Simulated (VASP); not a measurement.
Here is a VASP 6.6.1 calculation.

Contents of INCAR:

```
SYSTEM = ZnO
ALGO = Normal
EDIFF = 1E-8
EDIFFG = -5E-4
ENCUT = 520
GGA = PE
IBRION = 2
ISIF = 2
ISMEAR = 0
LASPH = .TRUE.
LCHARG = .FALSE.
LREAL = .FALSE.
LWAVE = .FALSE.
NELM = 80
NSW = 60
PREC = Accurate
SIGMA = 0.02
```

File KPOINTS:

```
k-points
0
G
  8 8 5
  0 0 0
```

File POSCAR:

```
ZnO
1.0
    3.2423803900      0.0000000000      0.0000000000
   -1.6211902000      2.8079837900      0.0000000000
    0.0000000000      0.0000000000      5.2400634100
Zn O
2 2
Direct
    0.3333333333      0.6666666667      0.0000000000
    0.6666666667      0.3333333333      0.5000000000
    0.3333333333      0.6666666667      0.3821000000
    0.6666666667      0.3333333333      0.8821000000
```

Potentials or basis: VASP PAW PBE potentials, release 64 (Zn, O).

Run with:

```bash
$ cat potpaw_PBE.64/Zn/POTCAR potpaw_PBE.64/O/POTCAR > POTCAR
$ mpirun -np 1 vasp_std > vasp.out
```

Estimate the energy gained by relaxing.

0.5 meV/atom.

Predict the band gap on the k mesh.

0.77 eV, direct.

Final structure:
```yaml
crystal:
  lattice:
    - [3.24238, 0.00000, 0.00000]
    - [-1.62119, 2.80798, 0.00000]
    - [0.00000, 0.00000, 5.24006]
  atoms:
    - { symbol: Zn, position: [0.33333, 0.66667, 0.00172] }
    - { symbol: Zn, position: [0.66667, 0.33333, 0.50172] }
    - { symbol: O, position: [0.33333, 0.66667, 0.38038] }
    - { symbol: O, position: [0.66667, 0.33333, 0.88038] }
```

**The experiment to reproduce.**

From “Electronic structure of alkaline earth and post-transition metal oxides”, 2009, arxiv:0908.1581, for a bulk crystal of ZnO: band gap 3.37 eV.

Measured gap of ZnO: 3.37 eV (quoted in “Electronic structure of alkaline earth and post-transition metal oxides”, 2009, arxiv:0908.1581). This calculation gives 0.77 eV (-2.60 eV). So large a miss can be the level of theory's own, or it may mean another phase, state or a wrong row. The value is that of PBE, without temperature or zero-point motion. Semilocal functionals fall short of measured gaps as a rule.
